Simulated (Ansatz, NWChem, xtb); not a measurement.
# Ligand exchange: H2O + C3H8S → H2S + C3H8O

Species: H2O (water) `O`, singlet; C3H8S (1-propanethiol) `CCCS`, singlet; H2S (hydrogen sulfide) `S`, singlet; C3H8O (1-propanol) `CCCO`, singlet. The partners trade OH for SH: H–OH and C–SH bonds give way to H–SH and C–OH.

Shapes, held fixed at every level: PBE0-D4/def2-TZVP. Flexible molecules stand in one conformer, not always the lowest. Programs: Ansatz 0.2.0, NWChem 7.3.0, xtb 6.7.1. A level may come from different programs for different species; with the same settings they agree closely. Electronic energies: no zero-point or thermal term.

```csv
level,kind,ΔE (kJ/mol),less CCSD(T)/CBS estimate
GFN1-xTB,semi-empirical,-13.7,-53.7
HF/def2-TZVPP,Hartree–Fock,+18.0,-22.0
PBE-D4/def2-TZVPP,GGA,+35.8,-4.2
PBE0/def2-SVP,global hybrid,+12.1,-27.9
wB97M-V/def2-TZVPP,range-separated hybrid,+32.8,-7.2
wB97X-V/def2-TZVPP,range-separated hybrid,+30.0,-10.0
B2PLYP/def2-TZVPP,double hybrid,+30.8,-9.2
CCSD(T)/def2-TZVPP,coupled cluster or CI,+33.7,-6.3
CCSD(T)/CBS estimate,coupled cluster or CI,+40.0,0.0
```

The highest level, CCSD(T)/CBS estimate, gives ΔE = +40.0 kJ/mol; the levels span -13.7 to +40.0. They disagree on the sign: 8 of 9 are positive. The column of differences is taken from that level and isn't an error. No measured value is set beside it here. The CBS estimate extrapolates MP2 from def2-TZVPP and def2-QZVPP and adds CCSD(T) − MP2 in the triple-zeta set, cores frozen. CCSD(T)/CBS estimate lies outside the range of all other levels here, so it shouldn't be taken on trust.
